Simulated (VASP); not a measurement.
# CdS (Hawleyite) (F-43m) in VASP: further runs, part 2 of 2

VASP 6.6.1. The steps go on from the part before.

## 3. G0W0 quasiparticle levels, PBE

POSCAR reads:

```
CdS
1.0
    0.0000000000      2.9165000000      2.9165000000
    2.9165000000      0.0000000000      2.9165000000
    2.9165000000      2.9165000000      0.0000000000
Cd S
1 1
Direct
    0.0000000000      0.0000000000      0.0000000000
    0.7500000000      0.7500000000      0.7500000000
```

INCAR.step1 reads:

```
SYSTEM = CdS
PREC = Accurate ; ENCUT = 450
EDIFF = 1E-8 ; ISMEAR = 0
SIGMA = 0.01 ; LREAL = .False.
LASPH = .True. ; NELM = 60
ALGO = Normal ; LWAVE = .True.
LCHARG = .False. ; GGA = PE
```

INCAR.step2 reads:

```
SYSTEM = CdS
PREC = Accurate ; ENCUT = 450
EDIFF = 1E-8 ; ISMEAR = 0
SIGMA = 0.01 ; LREAL = .False.
LASPH = .True. ; NELM = 1
ALGO = Exact ; LWAVE = .True.
LCHARG = .False. ; GGA = PE
NBANDS = 38 ; LOPTICS = .True.
ISTART = 1
```

INCAR.step3 reads:

```
SYSTEM = CdS
PREC = Accurate ; ENCUT = 450
EDIFF = 1E-8 ; ISMEAR = 0
SIGMA = 0.01 ; LREAL = .False.
LASPH = .True. ; ALGO = EVGW0
LWAVE = .False. ; LCHARG = .False.
GGA = PE ; NELMGW = 1
NBANDS = 38 ; ENCUTGW = 50
NOMEGA = 48 ; PRECFOCK = Fast
ISTART = 1 ; NBANDSGW = 17
```

KPOINTS reads:

```
regular mesh
0
Gamma
  3 3 3
  0 0 0
```

Potentials or basis: VASP PAW PBE potentials, release 64 (Cd_GW, S_GW).

Run with:

```console
> cat potpaw_PBE.64/Cd_GW/POTCAR potpaw_PBE.64/S_GW/POTCAR > POTCAR
> cp INCAR.step1 INCAR
> mpirun -np 1 vasp_std > vasp.out
> cp INCAR.step2 INCAR
> mpirun -np 1 vasp_std > vasp.out
> cp INCAR.step3 INCAR
> mpirun -np 1 vasp_std > vasp.out
```

OUTCAR:

```text
SYSTEM = CdS
   PREC = Accurate
   ENCUT = 450
   EDIFF = 1E-8
   ISMEAR = 0
   LREAL = .False.
   LASPH = .True.
   GGA = PE
   NELMGW = 1
   ENCUTGW = 50
   PRECFOCK = Fast
   ISTART = 1

 Found      4 irreducible k-points:

 Following reciprocal coordinates:
            Coordinates               Weight
  0.000000  0.000000  0.000000      1.000000
  0.333333  0.000000  0.000000      8.000000
  0.333333  0.333333  0.000000      6.000000
 -0.333333  0.333333  0.000000     12.000000
   k-points           NKPTS =      4   k-points in BZ     NKDIM =     27   number of bands    NBANDS=     38
   number of dos      NEDOS =    301   number of ions     NIONS =      2
   total plane-waves  NPLWV =  27000
   dimension x,y,z NGX =    30 NGY =   30 NGZ =   30
   dimension x,y,z NGXF=    60 NGYF=   60 NGZF=   60
   ions per type =               1   1
   NGX,Y,Z   is equivalent  to a cutoff of  12.09, 12.09, 12.09 a.u.
   NGXF,Y,Z  is equivalent  to a cutoff of  24.18, 24.18, 24.18 a.u.
 SYSTEM =  CdS
   PREC   = accura    normal or accurate (medium, high low for compatibility)
   ISTART =      1    job   : 0-new  1-cont  2-samecut
   ICHARG =      0    charge: 1-file 2-atom 10-const
   ISPIN  =      1    spin polarized calculation?
   LNONCOLLINEAR =      F non collinear calculations
   LSORBIT =      F    spin-orbit coupling
   LASPH  =      T    aspherical Exc in radial PAW
   ENCUT  =  450.0 eV  33.07 Ry    5.75 a.u.   7.13  7.13  7.13*2*pi/ulx,y,z
   NELM   =     60;   NELMIN=  2; NELMDL=  0     # of ELM steps
   EDIFF  = 0.1E-07   stopping-criterion for ELM
   LREAL  =      F    real-space projection
   EDIFFG = 0.1E-06   stopping-criterion for IOM
   NSW    =      0    number of steps for IOM
   IBRION =     -1    ionic relax: 0-MD 1-quasi-New 2-CG
   NFREE  =      0    steps in history (QN), initial steepest desc. (CG)
   ISIF   =      0    stress and relaxation
   ISYM   =      3    0-nonsym 1-usesym 2-fastsym
   POTIM  = 0.5000    time-step for ionic-motion
   TEBEG  =    0.0;   TEEND  =   0.0 temperature during run
   PSTRESS=    0.0 pullay stress
   NELECT =      18.0000    total number of electrons
   NUPDOWN=      -1.0000    fix difference up-down
   EMIN   =  10.00;   EMAX   =-10.00  energy-range for DOS
   EFERMI =   0.00;   METHOD = LEGACY
   ISMEAR =     0;   SIGMA  =   0.01  broadening in eV -4-tet -1-fermi 0-gaus
   EFERMI_NEDOS =   21; number of points for ismear=-14 and -15
   IALGO  =     38    algorithm
   IMIX   =      4    mixing-type and parameters
     AMIX     =   0.40;   BMIX     =  1.00
     AMIX_MAG =   1.60;   BMIX_MAG =  1.00
  volume/ion in A,a.u.               =      24.81       167.41
  Fermi-wavevector in a.u.,A,eV,Ry     =   1.167599  2.206442 18.548649  1.363287
  Thomas-Fermi vector in A             =   2.304097
   LORBIT       =      0    0 simple, 1 ext, 2 COOP (PROOUT), +10 PAW based schemes
   GGA     = PE    functional components
   LHFCALC =     T    Hartree Fock is set to
   PRECFOCK=fast      Normal, Fast or Accurate (Low or Medium for compatibility)
   ENCUT4O =  -1.0   cutoff for four orbital integrals eV
   NKREDX  =     1    reduce k-point grid by
   NKREDY  =     1    reduce k-point grid by
   NKREDZ  =     1    reduce k-point grid by
   AEXX    =    1.0000 exact exchange contribution
   HFSCREEN=    0.0000 screening length (either q_TF or 0.3 A-1)
   HFSCREENC=   0.0000 screening length for correlation (either q_TF or 0.3 A-1)
   ENCUTFOCK=  -1.0 apply spherical cutoff to Coloumb kernel
   IVDW    =     0    specifies the selected vdW correction
   LEPSILON=     F    determine dielectric tensor
   LRPA    =     F    only Hartree local field effects (RPA)
   LRPAFORCE           =     F    calculate RPA forces
   ENCUTGW             =  50.0    cutoff for response function in eV
   ENCUTGWSOFT         =  40.0    soft cutoff for Coulomb kernel in GW response function in eV
   ENCUTLF             =  -1.0    cutoff for local field effects
   NELMGW              =     1    number of iterations in solving QP/BSE equation
   NELMHF              =     1    number of iterations in the inner HF iteration
   NKREDLFX            =     1    NKREDLFY  =   1   NKREDLFZ  =   1
 non-spin polarized calculation
 Gauss-broadening in eV      SIGMA  =   0.01
  energy-cutoff  :      450.00
  volume of cell :       49.62
 maximum number of plane-waves:      1089
 NGX is ok and might be reduce to    30
  NGX = 16; NGY = 16; NGZ = 16
   NGX = 15   NGY = 15   NGZ = 15
 maximum number of plane-waves:        51
 NGX is ok and might be reduce to    10

 QP shifts <psi_nk| G(iteration)W_0 |psi_nk>: iteration 1
 for sc-GW calculations column KS-energies equals QP-energies in previous step
 and V_xc(KS)=  KS-energies - (<T + V_ion + V_H > + <T+V_H+V_ion>^1  + <V_x>^1)

 k-point   1 :       0.0000    0.0000    0.0000
  band No.  KS-energies  QP-energies   sigma(KS)   V_xc(KS)     V^pw_x(r,r')   Z            occupation Imag(sigma)

      1      -9.6269      -9.6200     -12.9810     -12.9919     -20.9027       0.6325       2.0000       1.2022
      2      -5.0684      -6.3891     -17.0625     -15.1709     -22.9360       0.6982       2.0000       0.2672
      3      -5.0684      -6.3891     -17.0625     -15.1709     -22.9360       0.6982       2.0000       0.2672
      4      -5.0684      -6.3891     -17.0625     -15.1709     -22.9360       0.6982       2.0000       0.2672
      5      -4.5976      -6.0172     -17.5016     -15.4962     -23.2435       0.7079       2.0000       0.2062
      6      -4.5976      -6.0172     -17.5016     -15.4962     -23.2435       0.7079       2.0000       0.2062
[... 9 lines left out ...]
     16      14.1407      14.5986      -7.2788      -7.8901      -2.3983       0.7490       0.0000      -0.4019
     17      15.9596      16.1440      -6.9722      -7.2158      -2.1079       0.7568       0.0000      -0.5058

 k-point   2 :       0.3333    0.0000    0.0000
  band No.  KS-energies  QP-energies   sigma(KS)   V_xc(KS)     V^pw_x(r,r')   Z            occupation Imag(sigma)

      1      -9.3038      -9.3163     -13.4387     -13.4191     -21.2667       0.6348       2.0000       1.1078
      2      -4.9703      -6.3081     -17.1531     -15.2474     -23.0090       0.7020       2.0000       0.2611
      3      -4.9703      -6.3081     -17.1531     -15.2474     -23.0090       0.7020       2.0000       0.2611
      4      -4.5971      -5.8855     -16.8746     -15.0455     -22.6116       0.7044       2.0000       0.2735
      5      -4.5807      -6.0053     -17.5251     -15.5178     -23.2754       0.7097       2.0000       0.2084
      6      -4.5807      -6.0053     -17.5251     -15.5178     -23.2754       0.7097       2.0000       0.2084
[... 9 lines left out ...]
     16      13.7010      14.5497      -8.8727     -10.0127      -4.4381       0.7445       0.0000      -0.2947
     17      18.3220      19.3900      -8.8785     -10.2802      -3.6687       0.7620       0.0000      -0.7817

 k-point   3 :       0.3333    0.3333    0.0000
  band No.  KS-energies  QP-energies   sigma(KS)   V_xc(KS)     V^pw_x(r,r')   Z            occupation Imag(sigma)

      1      -9.2013      -9.2243     -13.5971     -13.5609     -21.3927       0.6364       2.0000       1.0770
      2      -4.8462      -6.1810     -16.8142     -14.9175     -22.5267       0.7038       2.0000       0.2544
      3      -4.8208      -6.1782     -17.3362     -15.4114     -23.1891       0.7052       2.0000       0.2551
      4      -4.8208      -6.1782     -17.3362     -15.4114     -23.1891       0.7052       2.0000       0.2551
      5      -4.5327      -5.9596     -17.5733     -15.5674     -23.3312       0.7114       2.0000       0.2045
      6      -4.4825      -5.8100     -17.0908     -15.2174     -22.8132       0.7086       2.0000       0.2474
[... 9 lines left out ...]
     16      18.0285      18.5641      -7.4665      -8.1650      -2.5435       0.7668       0.0000      -0.6255
     17      18.1520      19.3099      -9.4629     -11.0075      -4.2656       0.7497       0.0000      -0.7421

 k-point   4 :      -0.3333    0.3333    0.0000
  band No.  KS-energies  QP-energies   sigma(KS)   V_xc(KS)     V^pw_x(r,r')   Z            occupation Imag(sigma)

      1      -9.0987      -9.1376     -13.7867     -13.7258     -21.5520       0.6384       2.0000       1.0458
      2      -4.8899      -6.2469     -17.1295     -15.2036     -22.9342       0.7046       2.0000       0.2548
      3      -4.8169      -6.1731     -17.3386     -15.4167     -23.1912       0.7057       2.0000       0.2534
      4      -4.6468      -6.0683     -17.4251     -15.4189     -23.1757       0.7085       2.0000       0.2187
      5      -4.5750      -6.0022     -17.5162     -15.5085     -23.2673       0.7108       2.0000       0.2083
      6      -4.0334      -5.3069     -17.3926     -15.5957     -23.1416       0.7087       2.0000       0.2460
[... 9 lines left out ...]
     16      17.1131      18.0863      -8.8586     -10.1620      -3.8311       0.7467       0.0000      -0.5802
     17      17.7266      18.9063      -9.4504     -11.0242      -4.1776       0.7495       0.0000      -0.7356
```

It took 22 s on 1 thread of Intel Xeon 6975P-C (Granite Rapids), shared host; peak memory 0.33 GiB.

The run converged, but some of its settings lie outside the range that counts as converged, so its numbers aren't taken as properties of the crystal.

Results:

| Quantity | Value |
| --- | --- |
| Band gap on the k mesh, mean-field level | 1.10 eV, direct |
| Quasiparticle gap | 1.74 eV |
| Least direct quasiparticle gap | 1.74 eV |

Caveat: the k mesh is coarse (spacing up to 0.62 Å⁻¹), so the values aren't converged; bands, screening cutoff and mesh are small and nothing is extrapolated, so the quasiparticle values aren't converged.
